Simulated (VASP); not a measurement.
The system is TiO2.

```xyz
12
Lattice="6.1536 -1.8835 0.0000 6.1536 1.8835 0.0000 -1.9283 0.0000 6.3290" Properties=species:S:1:pos:R:3 pbc="T T T"
Ti   10.5189    0.0000    1.8329
Ti    1.8562    0.0000    1.7959
Ti   -0.1400    0.0000    4.4961
Ti    8.5226    0.0000    4.5330
O     3.8886    0.0000    1.8569
O     1.9846    0.0000    4.1297
O     8.7534    0.0000    6.2992
O     8.3943    0.0000    2.1993
O    10.3741    0.0000    3.9874
O     1.6255    0.0000    0.0298
O     6.4903    0.0000    4.4721
O     0.0047    0.0000    2.3416
```

The cell comes from a database or a generator and needn't be the stable form of this composition.

Base run:

* Program: VASP 6.6.1
* Functional: PBE
* Potentials or basis: VASP PAW PBE potentials, release 64 (Ti_sv, O)
* Cutoff: 520 eV
* k mesh: 8 × 8 × 4
* Occupations: fermi-dirac, width 0.05 eV
* Spin: no spin polarisation

Its results: band gap on the k mesh 2.73 eV, indirect (least direct gap 2.90 eV); pressure -0.6 GPa; largest force 0.113 eV/Å.

Problem. After a change of settings the same cell gave: band gap on the k mesh 2.56 eV, indirect (least direct gap 2.72 eV); pressure 1.9 GPa; largest force 0.474 eV/Å. Which change was it?
A. occupations from fermi-dirac, width 0.05 eV to gaussian, width 0.011 eV; further incar settings from ALGO = Normal; EDIFF = 1e-07; NBANDS = 60 to ALGO = Normal; EDIFF = 1e-07
B. occupations from fermi-dirac, width 0.05 eV to gaussian, width 0.012 eV; further incar settings from ALGO = Normal; EDIFF = 1e-07; NBANDS = 60 to ALGO = Normal; EDIFF = 1e-06
C. occupations from fermi-dirac, width 0.05 eV to gaussian, width 0.015 eV; further incar settings from ALGO = Normal; EDIFF = 1e-07; NBANDS = 60 to ALGO = Fast; EDIFF = 1e-06
D. potentials or basis from VASP PAW PBE potentials, release 64 (Ti_sv, O) to VASP PAW PBE potentials, release 64 (Ti, O); cutoff from 520 eV to 500 eV; further incar settings from ALGO = Normal; EDIFF = 1e-07; NBANDS = 60 to ALGO = Normal; EDIFF = 1e-06; NBANDS = 44; valence electrons from 96 to 64

Solution. D.
